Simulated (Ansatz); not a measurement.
This script for the Ansatz DFT code, driven from Python starts 4 runs on CuI, space group P4/nmm. What input does the engine get in each?

`compress_cui.py`
```python
"""Cell of CuI under pressure."""

import ansatz as az
import numpy as np

def edges_and_angles(cell):
    cell = np.asarray(cell)
    a, b, c = np.linalg.norm(cell, axis=1)
    cosines = cell[1] @ cell[2] / (b * c), cell[0] @ cell[2] / (a * c), cell[0] @ cell[1] / (a * b)
    return (a, b, c, *np.degrees(np.arccos(cosines)))

cell = (
    az.Lattice.from_parameters(4.0229, 4.0229, 5.6506, alpha=90, beta=90, gamma=90)
    .space_group(129, hermann_mauguin="P4/nmm", origin_choice=1)
    .atom("Cu", [0.0, 0.0, 0.0])
    .atom("I", [0.0, 0.5, 0.2913])
)

calc = (
    cell.calculation()
    .functional(az.Functional.R2SCAN)
    .pseudopotentials("paw")
    .kpoints(4, 4, 4)
    .occupations("fixed")
)

# H = F + PV, with 1 GPa A^3 = 1/160.21766 eV
rows = []
for pressure in [0, 5, 10, 20]:
    done = calc.relax(cell=True, pressure=pressure).run()
    cell = done.lattice.cell_ang
    n_atoms = len(done.lattice.sites)
    volume = abs(np.linalg.det(cell)) / n_atoms
    enthalpy = done.report["free_energy_ev"] / n_atoms + pressure * volume / 160.21766
    rows.append((pressure, volume, enthalpy, *edges_and_angles(cell)))
    print(f"{pressure} GPa done: {volume:.4f} A^3/atom")

print(" P (GPa)  V (A^3/atom)  H (eV/atom)     a       b       c")
for row in rows:
    print("{:8.1f} {:12.4f} {:14.5f} {:7.4f} {:7.4f} {:7.4f}".format(*row[:6]))
p, v = np.array([row[0] for row in rows], float), np.array([row[1] for row in rows])
print("mean bulk modulus between rows (GPa):", np.round(-np.diff(p) / np.diff(np.log(v)), 1))
```

Run 1:
```yaml
crystal:
  lattice:
    a: 4.0229
    b: 4.0229
    c: 5.6506
    alpha: 90.0
    beta: 90.0
    gamma: 90.0
  space_group: 129
  setting:
    hermann_mauguin: P4/nmm
    origin_choice: 1
  atoms:
    - { symbol: Cu, position: [0.0, 0.0, 0.0] }
    - { symbol: I, position: [0.0, 0.5, 0.2913] }
kpoints:
  mp_grid:
    grid: [4, 4, 4]
hamiltonian:
  xc: r2scan
  pseudopotentials:
    kind: paw
scf:
  occupations:
    method: fixed
relax:
  cell:
    p_target: 0.0
```

Run 2, against run 1:
```diff
-    p_target: 0.0
+    p_target: 5.0
```

Run 3, against run 1:
```diff
-    p_target: 0.0
+    p_target: 10.0
```

Run 4, against run 1:
```diff
-    p_target: 0.0
+    p_target: 20.0
```

Output of `python compress_cui.py`:
```text
DeckWarning: basis.ecutwfc = 500 eV, auto-derived from the records' recommended cutoffs: set by Cu (their level for a meta-GGA)
0 GPa done: 27.9085 A^3/atom
5 GPa done: 23.3255 A^3/atom
10 GPa done: 21.4909 A^3/atom
20 GPa done: 19.3402 A^3/atom
 P (GPa)  V (A^3/atom)  H (eV/atom)     a       b       c
     0.0      27.9085    -7079.81198  4.1073  4.1073  6.6174
     5.0      23.3255    -7079.03024  3.9775  3.9775  5.8975
    10.0      21.4909    -7078.33343  3.8930  3.8930  5.6720
    20.0      19.3402    -7077.06565  3.7780  3.7780  5.4201
mean bulk modulus between rows (GPa): [27.9 61.  94.8]
```
(Warnings from the package without file and line.)

The volume falls from 27.91 Å³ an atom at 0 GPa to 19.34 at 20 GPa, by 30.7 %. Between 0 and 5 GPa, -V dP/dV is about 28 GPa, a mean over that step.

Caveats:
- Total energies depend on the potentials; only differences at equal settings carry meaning.
- At a fixed pressure a relaxation lowers the enthalpy F + PV, while F alone can rise.
- Without a Hubbard U or exact exchange, semilocal functionals often make such 3d compounds metallic or too weakly gapped.
- The starting cell is as deposited in a crystallographic database; the results hold for this polymorph, which needn't be the stable one.
- Symmetry holds the cell in this phase, whether or not it is the stable one at each pressure.
- It ran for 4.3 min on 1 thread of Intel(R) Xeon(R) Processor @ 2.30GHz, with other jobs on the host, peak memory 0.81 GiB.
